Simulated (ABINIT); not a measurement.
**Ru: single point with PBE**

Ru:

```xyz
2
Lattice="2.7058 0.0000 0.0000 -1.3529 2.3433 0.0000 0.0000 0.0000 4.2819" Properties=species:S:1:pos:R:3 pbc="T T T"
Ru    1.3529    0.7811    3.2114
Ru    0.0000    1.5622    1.0705
```

* Program: ABINIT 10.8.3 (patched build)
* Task: single point
* Functional: PBE
* Potentials or basis: JTH PAW PBE v2.0
* Cutoff: 408 eV
* k mesh: 14 × 14 × 8
* Occupations: fermi-dirac, width 0.05 eV
* Spin: no spin polarisation

- Pressure: 4.3 GPa
- Band gap on the k mesh: none (metal or under the smearing width)
- Valence electrons inside the program's atomic spheres: Ru 13.73 (radii [1.1697] Å)

Stress tensor (GPa, compression positive):
```
4.70 0.00 0.00
0.00 4.70 0.00
0.00 0.00 3.43
```

Levels at points of the mesh, in eV from the Fermi level:
| k point | band 12 | band 13 | band 14 | band 15 | band 16 | band 17 | band 18 | band 19 | band 20 |
| --- | --- | --- | --- | --- | --- | --- | --- | --- | --- |
| (0.00, 0.00, 0.00) | -2.60 | -2.42 | -1.91 | -1.91 | -1.39 | -1.39 | 1.18 | 1.18 | 1.37 |
| (0.50, 0.00, 0.00) | -3.02 | -2.06 | -1.76 | -1.51 | 1.43 | 1.84 | 1.91 | 4.08 | 6.14 |
| (0.00, 0.00, 0.50) | -2.76 | -2.76 | -2.76 | -2.70 | -2.70 | 0.54 | 0.54 | 0.54 | 0.54 |
| (0.50, 0.00, 0.50) | -4.53 | -1.06 | -1.06 | 0.47 | 0.47 | 1.68 | 1.68 | 3.44 | 3.44 |

Run time: 41 s on 1 thread of Intel(R) Xeon(R) 6975P-C (Granite Rapids) (shared host), peak memory 0.12 GiB.
